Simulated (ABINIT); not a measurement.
# Mg (Fm-3m) in ABINIT: reference runs

Aim: a first look at Mg with PBE, on the cell as given and on a disturbed one.

Everything below comes from runs of ABINIT 10.8.3 (patched build). Logs are shortened: lines on timing, memory, paths and dates and some standing lists are left out, and cuts for length are marked. The log counts tension as positive stress, the text compression.

**1. The structure**

Symmetry: Fm-3m, No. 225, cubic system. Conventional cell: a = 4.489 Å, b = 4.489 Å, c = 4.489 Å, α = 90.00°, β = 90.00°, γ = 90.00°. Mg (site symmetry m-3m) has 12 Mg at 3.17 Å as nearest neighbours.

This isn't the form of Mg at room conditions, which is hcp.

**2. Single point, PBE**

Contents of run.abi:

```
pp_dirpath "./"
pseudos "Mg.GGA_PBE-JTH.xml"

structure "poscar:POSCAR"
natom 1

ecut 19.0
pawecutdg 38.0

kptopt 1
ngkpt 10 10 10
nshiftk 1
shiftk 0.0 0.0 0.0

ixc 11

nband 9
occopt 3
tsmear 0.00183747

nstep 100
tolvrs 1.0e-9

iomode 3
prtwf 0
prteig 0
prtebands 0
enunit 1
prtden 1
prtvha 1
prtvclmb 1
prtpot 1
```

Contents of POSCAR:

```
Mg
1.0
    0.0000000000      2.2442560000      2.2442560000
    2.2442560000      0.0000000000      2.2442560000
    2.2442560000      2.2442560000      0.0000000000
Mg
1
Direct
    0.0000000000      0.0000000000      0.0000000000  Mg
```

Potentials or basis: JTH PAW PBE v2.0.

Run with:

```console
abinit run.abi > log 2>&1
```

run.abo:

```text
.Version 10.8.3 of ABINIT
 Symmetries : space group Fm -3 m (#225); Bravais cF (face-center cubic)
================================================================================
 Values of the parameters that define the memory need of the present run
     intxc =       0    ionmov =       0      iscf =      17    lmnmax =       8
     lnmax =       4     mgfft =      24  mpssoang =       2    mqgrid =    3001
     natom =       1  nloc_mem =       2    nspden =       1   nspinor =       1
    nsppol =       1      nsym =      48    n1xccc =       1    ntypat =       1
    occopt =       3   xclevel =       2
       mpw =         612          nfft =       13824          nkpt =          47
 PAW method is used; the additional fine FFT grid is defined by:
   mgfftf=        36    nfftf =     46656
================================================================================
================================================================================

--------------------------------------------------------------------------------
------------- Echo of variables that govern the present computation ------------
--------------------------------------------------------------------------------
 -outvars: echo values of preprocessed input variables --------
            acell      1.0000000000E+00  1.0000000000E+00  1.0000000000E+00 Bohr
              amu      2.43050000E+01
             ecut      1.90000000E+01 Hartree
           enunit           1
              ixc          11
         kptrlatt       10    0    0      0   10    0      0    0   10
          kptrlen      5.99772101E+01
            natom           1
            nband           9
            ngfft          24      24      24
          ngfftdg          36      36      36
             nkpt          47
            nstep         100
             nsym          48
           ntypat           1
           occopt           3
        pawecutdg      3.80000000E+01 Hartree
         pawxcdev           0
        prtebands           0
           prteig           0
           prtpot           1
         prtvclmb           1
           prtvha           1
            prtwf           0
            rprim      0.0000000000E+00  4.2410291964E+00  4.2410291964E+00
                       4.2410291964E+00  0.0000000000E+00  4.2410291964E+00
                       4.2410291964E+00  4.2410291964E+00  0.0000000000E+00
          spgroup         225
           tolvrs      1.00000000E-09
           tsmear      1.83747000E-03 Hartree
            typat      1
           useylm           1
            znucl       12.00000

================================================================================

 chkinp: Checking input parameters for consistency.

================================================================================
== DATASET  1 ==================================================================

--- !DatasetInfo
iteration_state: {dtset: 1, }
[... 92 lines left out ...]
 Integrated electronic density in atomic spheres:
 ------------------------------------------------
 Atom  Sphere_radius  Integrated_density
    1        1.90158          8.21971495

================================================================================

 ----iterations are completed or convergence reached----

 Mean square residual over all n,k,spin=   51.147E-09; max=  11.084E-06
 reduced coordinates (array xred) for    1 atoms
       0.000000000000      0.000000000000      0.000000000000
 rms dE/dt=  0.0000E+00; max dE/dt=  0.0000E+00; dE/dt below (all hartree)
    1       0.000000000000      0.000000000000      0.000000000000

 cartesian coordinates (angstrom) at end:
    1      0.00000000000000     0.00000000000000     0.00000000000000

 cartesian forces (hartree/bohr) at end:
    1     -0.00000000000000    -0.00000000000000    -0.00000000000000
 frms,max,avg= 0.0000000E+00 0.0000000E+00   0.000E+00  0.000E+00  0.000E+00 h/b

 cartesian forces (eV/Angstrom) at end:
    1     -0.00000000000000    -0.00000000000000    -0.00000000000000
 frms,max,avg= 0.0000000E+00 0.0000000E+00   0.000E+00  0.000E+00  0.000E+00 e/A
 length scales=  1.000000000000  1.000000000000  1.000000000000 bohr
              =  0.529177210544  0.529177210544  0.529177210544 angstroms
 Fermi (or HOMO) energy (eV) =   4.48950   Average Vxc (eV)=  -8.34328
 Eigenvalues (   eV  ) for nkpt=  47  k points:
 kpt#   1, nband=  9, wtk=  0.00100, kpt=  0.0000  0.0000  0.0000 (reduced coord)
 -71.52182  -38.25632  -38.25632  -38.25632   -2.57170   16.86894   16.86894   16.86894
  18.92936
 prteigrs : prtvol=0 or 1, do not print more k-points.

--- !EnergyTerms
iteration_state     : {dtset: 1, }
comment             : Components of total free energy in Hartree
kinetic             :  3.45384536527142E+00
hartree             :  1.51018854219597E+01
xc                  : -1.18735305198683E+00
Ewald energy        : -2.70268245145441E+01
psp_core            :  7.60346618803342E-01
local_psp           : -4.55100709007020E+01
PAW spherical_terms : -9.16612816749918E+00
internal            : -6.35742992286978E+01
'-kT*entropy'       : -1.46981108037946E-04
total_energy        : -6.35744462098058E+01
total_energy_eV     : -1.72994881118937E+03
...

--- !EnergyTermsDC
iteration_state     : {dtset: 1, }
comment             : '"Double-counting" decomposition of free energy'
band_energy         : -1.35726381254198E+01
Ewald energy        : -2.70268245145441E+01
psp_core            :  7.60346618803342E-01
xc_dc               : -1.47527736714953E+01
PAW spherical_terms : -8.98240943541794E+00
internal            : -6.35742991280738E+01
'-kT*entropy'       : -1.46981108037946E-04
total_energy_dc     : -6.35744461091818E+01
total_energy_dc_eV  : -1.72994880845125E+03
...

--- !EnergyTermsWithPAWCore
iteration_state     : {dtset: 1, }
comment             : 'Components of total free energy, including PAW core contributions'
Total energy        : -2.00333943520496E+02
Total energy DC     : -2.00333943419872E+02
Total energy (eV)   : -5.45136431531675E+03
Total energy DC (eV): -5.45136431257863E+03
...

 Cartesian components of stress tensor (hartree/bohr^3)
  sigma(1 1)= -1.48155003E-05  sigma(3 2)=  0.00000000E+00
  sigma(2 2)= -1.48155003E-05  sigma(3 1)=  0.00000000E+00
  sigma(3 3)= -1.48155003E-05  sigma(2 1)=  0.00000000E+00

-Cartesian components of stress tensor (GPa)         [Pressure=  4.3589E-01 GPa]
- sigma(1 1)= -4.35887067E-01  sigma(3 2)=  0.00000000E+00
- sigma(2 2)= -4.35887067E-01  sigma(3 1)=  0.00000000E+00
- sigma(3 3)= -4.35887067E-01  sigma(2 1)=  0.00000000E+00

== END DATASET(S) ==============================================================
================================================================================

 -outvars: echo values of variables after computation  --------
            acell      1.0000000000E+00  1.0000000000E+00  1.0000000000E+00 Bohr
           etotal     -6.3574446109E+01
            fcart     -0.0000000000E+00 -0.0000000000E+00 -0.0000000000E+00
            rprim      0.0000000000E+00  4.2410291964E+00  4.2410291964E+00
                       4.2410291964E+00  0.0000000000E+00  4.2410291964E+00
                       4.2410291964E+00  4.2410291964E+00  0.0000000000E+00
           strten     -1.4815500274E-05 -1.4815500274E-05 -1.4815500274E-05
                       0.0000000000E+00  0.0000000000E+00  0.0000000000E+00
 Calculation completed.
```

It took 6.7 s on 1 thread of Arm Neoverse V1, shared host; peak memory 0.09 GiB.

Results:

* Free energy: -1729.9488 eV
* Pressure: 0.4 GPa
* Band gap on the k mesh: none (metal or under the smearing width)
* Valence electrons inside the program's atomic spheres: Mg 8.22 (radii [1.0063] Å)

Levels at points of the mesh, in eV from the Fermi level:
| k point | band 2 | band 3 | band 4 | band 5 | band 6 | band 7 | band 8 | band 9 |
| --- | --- | --- | --- | --- | --- | --- | --- | --- |
| (0.00, 0.00, 0.00) | -42.75 | -42.75 | -42.75 | -7.06 | 12.38 | 12.38 | 12.38 | 14.44 |
| (0.50, 0.00, 0.00) | -42.78 | -42.75 | -42.75 | -1.80 | -1.36 | 11.27 | 11.27 | 12.19 |
| (0.50, 0.50, 0.00) | -42.78 | -42.76 | -42.76 | -0.30 | 0.73 | 6.04 | 6.95 | 6.95 |

**3. Single point, PBE**

Contents of run.py:

```python
import json, os
import numpy as np
from ase.units import GPa
from ase.calculators.abinit import Abinit, AbinitProfile
from ase.io import read

atoms = read('POSCAR')

profile = AbinitProfile(command='abinit', pp_paths=[os.path.abspath('pseudos')])
params = dict(
    pps='pawxml', xc='PBE',
    ecut=517.0163,
    pawecutdg=1034.0327,
    kptopt=1,
    ngkpt=[10, 10, 10],
    nshiftk=1,
    shiftk=[0.0, 0.0, 0.0],
    ixc=11,
    nband=9,
    occopt=3,
    tsmear=0.05,
    nstep=100,
    tolvrs=1e-09,
    prtwf=0,
    prtden=0,
)

atoms.calc = Abinit(profile=profile, directory='run', **params)
energy = atoms.get_potential_energy()
forces = atoms.get_forces()
stress = atoms.get_stress()
print(f'energy {energy:.6f} eV')
print('forces (eV/A)')
print(np.round(forces, 5))
print('stress (GPa, Voigt, tension positive)', np.round(stress / GPa, 4))
json.dump(dict(energy=energy, forces=forces.tolist(), stress=stress.tolist(), cell=atoms.cell.tolist(), frac=atoms.get_scaled_positions(wrap=False).tolist()), open('results.json', 'w'))
```

Changes to POSCAR since step 2:

```diff
@@ -8,2 +8,2 @@
 Direct
-    0.0000000000      0.0000000000      0.0000000000  Mg
+    0.0000000000      0.0000000000      0.0000000000
```

Potentials or basis: JTH PAW PBE v2.0.

Run with:

```console
python run.py
```

Log:

```text
energy -1729.948811 eV
forces (eV/A)
[[-0. -0. -0.]]
stress (GPa, Voigt, tension positive) [-0.4359 -0.4359 -0.4359  0.      0.      0.    ]
```

abinit.in:

```text
ecut 517.0163 eV
ixc 11
kptopt 1
natom 1
nband 9
ngkpt
10 10 10
nshiftk 1
nsppol 1
nstep 100
occopt 3
pawecutdg 1034.0327 eV
prtden 0
prtwf 0
shiftk
0.0 0.0 0.0
tolvrs 1e-09
tsmear 0.05 eV
#Definition of the unit cell
acell
1.00000000000000 1.00000000000000 1.00000000000000 Angstrom
rprim
0.00000000000000 2.24425600000000 2.24425600000000
2.24425600000000 0.00000000000000 2.24425600000000
2.24425600000000 2.24425600000000 0.00000000000000
chkprim 0 # Allow non-primitive cells
#Definition of the atom types
ntypat 1
znucl 12
#Enumerate different atomic species
typat
 1
pseudos "./pseudos/Mg.GGA_PBE-JTH.xml"
#Definition of the atoms
xcart
0.00000000000000 0.00000000000000 0.00000000000000
chkexit 1 # abinit.exit file in the running directory terminates after the current SCF
```

abinit.abo:

```text
.Version 10.8.3 of ABINIT
 Symmetries : space group Fm -3 m (#225); Bravais cF (face-center cubic)
================================================================================
 Values of the parameters that define the memory need of the present run
     intxc =       0    ionmov =       0      iscf =      17    lmnmax =       8
[... 238 lines left out ...]
            fcart     -0.0000000000E+00 -0.0000000000E+00 -0.0000000000E+00
            rprim      0.0000000000E+00  2.2442560000E+00  2.2442560000E+00
                       2.2442560000E+00  0.0000000000E+00  2.2442560000E+00
                       2.2442560000E+00  2.2442560000E+00  0.0000000000E+00
           strten     -1.4815493704E-05 -1.4815493704E-05 -1.4815493704E-05
                       0.0000000000E+00  0.0000000000E+00  0.0000000000E+00
 Calculation completed.
```

Run time: 7.2 s. Hardware: 1 thread of Arm Neoverse V1, shared host; peak memory 0.08 GiB.

What came out:

```yaml
Free_energy: -1729.9488 eV
Pressure: 0.4 GPa
Band_gap_on_the_k_mesh: none (metal or under the smearing width)
Valence_electrons_inside_the_program's_atomic_spheres: Mg 8.22 (radii [1.0063] Å)
```

**4. Single point, PBE (cell strained at random at fixed volume)**

Contents of run.abi:

```
pp_dirpath "./"
pseudos "Mg.GGA_PBE-JTH.xml"

acell 5.9974208221 6.0418776484 6.0517881552
rprim
     0.0065359077     0.6974994800     0.7165554809
     0.7092293272     0.0129115134     0.7048595989
     0.7186331695     0.6953854770     0.0023250815
ntypat 1
znucl 12
natom 1
typat 1
xred
     0.0017210000     0.0071970000    -0.0104890000
chkprim 0
chksymtnons 0
tolsym 1.0e-6

ecut 19.0
pawecutdg 38.0

kptopt 1
ngkpt 10 10 10
nshiftk 1
shiftk 0.0 0.0 0.0

ixc 11

nband 9
occopt 3
tsmear 0.05 eV

nstep 100
tolvrs 1.0e-9

iomode 3
prtwf 0
prtden 0
prteig 0
prtebands 0
```

Potentials or basis: JTH PAW PBE v2.0.

Run with:

```console
abinit run.abi > log 2>&1
```

run.abo:

```text
.Version 10.8.3 of ABINIT
 Symmetries : space group P-1 (#  2); Bravais aP (primitive triclinic)
================================================================================
 Values of the parameters that define the memory need of the present run
     intxc =       0    ionmov =       0      iscf =      17    lmnmax =       8
     lnmax =       4     mgfft =      24  mpssoang =       2    mqgrid =    3001
     natom =       1  nloc_mem =       2    nspden =       1   nspinor =       1
    nsppol =       1      nsym =       2    n1xccc =       1    ntypat =       1
    occopt =       3   xclevel =       2
       mpw =         614          nfft =       13824          nkpt =         504
 PAW method is used; the additional fine FFT grid is defined by:
   mgfftf=        36    nfftf =     46656
================================================================================
================================================================================

[... 220 lines left out ...]
...

 Cartesian components of stress tensor (hartree/bohr^3)
  sigma(1 1)= -1.17395821E-05  sigma(3 2)=  1.42913738E-05
  sigma(2 2)= -2.22879697E-05  sigma(3 1)= -4.35950401E-06
  sigma(3 3)= -1.29322336E-05  sigma(2 1)=  2.40323944E-05

-Cartesian components of stress tensor (GPa)         [Pressure=  4.6053E-01 GPa]
- sigma(1 1)= -3.45390429E-01  sigma(3 2)=  4.20466733E-01
- sigma(2 2)= -6.55734707E-01  sigma(3 1)= -1.28261036E-01
- sigma(3 3)= -3.80479450E-01  sigma(2 1)=  7.07057454E-01

== END DATASET(S) ==============================================================
================================================================================

 -outvars: echo values of variables after computation  --------
            acell      5.9974208221E+00  6.0418776484E+00  6.0517881552E+00 Bohr
           etotal     -6.3574404620E+01
            fcart     -0.0000000000E+00 -0.0000000000E+00 -0.0000000000E+00
            rprim      6.5359077000E-03  6.9749948000E-01  7.1655548090E-01
                       7.0922932720E-01  1.2911513400E-02  7.0485959890E-01
                       7.1863316950E-01  6.9538547700E-01  2.3250815000E-03
           strten     -1.1739582078E-05 -2.2287969665E-05 -1.2932233642E-05
                       1.4291373764E-05 -4.3595040069E-06  2.4032394375E-05
           xangst     -7.7840205869E-03 -1.9251682366E-02  2.0054794361E-02
             xred      1.7210000000E-03  7.1970000000E-03 -1.0489000000E-02
 Calculation completed.
```

It took 56 s on 1 thread of Arm Neoverse V1, shared host; peak memory 0.15 GiB.

Results:

```
Free energy                                           : -1729.9477 eV
Pressure                                              : 0.5 GPa
Band gap on the k mesh                                : none (metal or under the smearing width)
Valence electrons inside the program's atomic spheres : Mg 8.22 (radii [1.0063] Å)
```
